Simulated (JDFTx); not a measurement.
## PbF2 (Fluorocronite) under changes of volume

One of the cells (17.354 Å³/atom); the others are scaled copies at fixed shape and fractional positions:

```
Pb F
1.0
     0.00000    2.96366    2.96366
     2.96366    0.00000    2.96366
     2.96366    2.96366    0.00000
Pb F
1 2
Direct
  0.00000 0.00000 0.00000
  0.75000 0.75000 0.75000
  0.25000 0.25000 0.25000
```

```yaml
Program: JDFTx 1.7.0 (patched build)
Functional: PBEsol
Potentials_or_basis: PseudoDojo-SR-PBEsol-0.4.1-standard with smoothed tails
Cutoff: 1143 eV
Density_cutoff: 9143 eV
k_mesh: 8 × 8 × 8
Occupations: fermi-dirac, width 0.05 eV
Spin: no spin polarisation
```

| volume (Å³/atom) | energy over the lowest point (meV/atom) | pressure (GPa) | gap on the mesh (eV) |
| --- | --- | --- | --- |
| 16.313 | ? | ? | ? |
| 16.660 | 2.89 | 2.2 | 4.30 |
| 17.007 | 0.00 | 0.5 | 4.31 |
| 17.354 | 0.61 | -1.0 | 4.32 |
| 17.701 | 4.32 | -2.4 | 4.32 |
| 18.048 | 10.79 | -3.6 | 4.32 |
| 18.395 | 19.72 | -4.7 | 4.31 |

Problem. What does the run at 16.313 Å³/atom give?

Solution. Energy over the lowest point 9.71 meV/atom; pressure 4.1 GPa; gap on the mesh 4.29 eV.

Worked out: A Birch-Murnaghan fit of order 3 (a polynomial in V^(-2/3)) to the other rows has its minimum at 17.12 Å³/atom with B0 = V·E''(V) = 77 GPa and B' = 4.8. It gives 9.71 meV/atom at 16.313 Å³/atom, against the run's 9.71, and -dE/dV = 4.1 GPa, against 4.1. A parabola through the other rows of the gap, of slope 1.01 eV per unit of ln V there, extrapolates to 4.28 eV, against the run's 4.29.

Energies are extrapolated to zero smearing.

Caveats: spin-orbit coupling is left out, which as a rule narrows the gap of such compounds by several tenths of an eV.

A mesh can miss the band edges.
